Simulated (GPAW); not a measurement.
The system is Pb.

```xyz
2
Lattice="0.0000 3.4390 3.4390 3.4390 0.0000 3.4390 3.4390 3.4390 0.0000" Properties=species:S:1:pos:R:3 pbc="T T T"
Pb    1.7195    1.7195    1.7195
Pb    0.0000    0.0000    0.0000
```

This isn't the form of Pb at room conditions, which is fcc.

- Program: GPAW 26.7.0
- Task: single point
- Functional: PBE
- Potentials or basis: GPAW PAW data sets (gpaw-data 1.2.1)
- Cutoff: 600 eV
- Basis: pw
- k mesh: 7 × 7 × 7
- Occupations: fermi-dirac, width 0.05 eV
- Spin: no spin polarisation

On this cell: pressure 2.1 GPa; largest force zero by symmetry; band gap on the k mesh none (metal or under the smearing width).

The same run follows on a disturbed copy (atoms moved at random, drawn with an rms of 0.05 Å):

```xyz
2
Lattice="0.0000 3.4390 3.4390 3.4390 0.0000 3.4390 3.4390 3.4390 0.0000" Properties=species:S:1:pos:R:3 pbc="T T T"
Pb    1.7106    1.6887    1.6887
Pb    0.0015    0.0945   -0.0265
```

Question: What does the disturbed cell give?

Answer: The energy (extrapolated to zero smearing) moves by +18.7 meV/atom; pressure 2.2 GPa; largest force 0.641 eV/Å; band gap on the k mesh none (metal or under the smearing width).

Forces on the atoms (eV/Å):
```
Pb   0.061  0.637  0.038
Pb  -0.061 -0.637 -0.038
```

Stress tensor (GPa, compression positive):
```
2.37 0.10 1.80
0.10 1.99 0.17
1.80 0.17 2.38
```
